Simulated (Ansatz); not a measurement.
The system is Bi2Te2Se.

```
Bi Te Se
1.0
     2.16097    1.24764   10.58557
    -2.16097    1.24764   10.58557
     0.00000   -2.49527   10.58557
Bi Te Se
2 2 1
Direct
  0.39172 0.39172 0.39172
  0.60828 0.60828 0.60828
  0.78040 0.78040 0.78040
  0.21960 0.21960 0.21960
  0.00000 0.00000 0.00000
```

The cell is a database's computed one.

Program: Ansatz 0.2.0. Alike in all runs: task band structure; potentials or basis Ansatz PAW; cell as given; k mesh 7 × 7 × 7; smearing fermi-dirac 0.05 eV.

Question: Order these runs on this cell by their band gap on the k mesh, lowest first.
A. level LDA; spin off; cutoff (eV) 420
B. level r2SCAN; spin off; cutoff (eV) 500
C. level PBEsol; spin SOC, no magnetisation; cutoff (eV) 420

Answer: C (0.16 eV), A (0.37 eV), B (0.73 eV).

Caveats: spin-orbit coupling is left out, which as a rule narrows the gap of such compounds by several tenths of an eV (some runs).

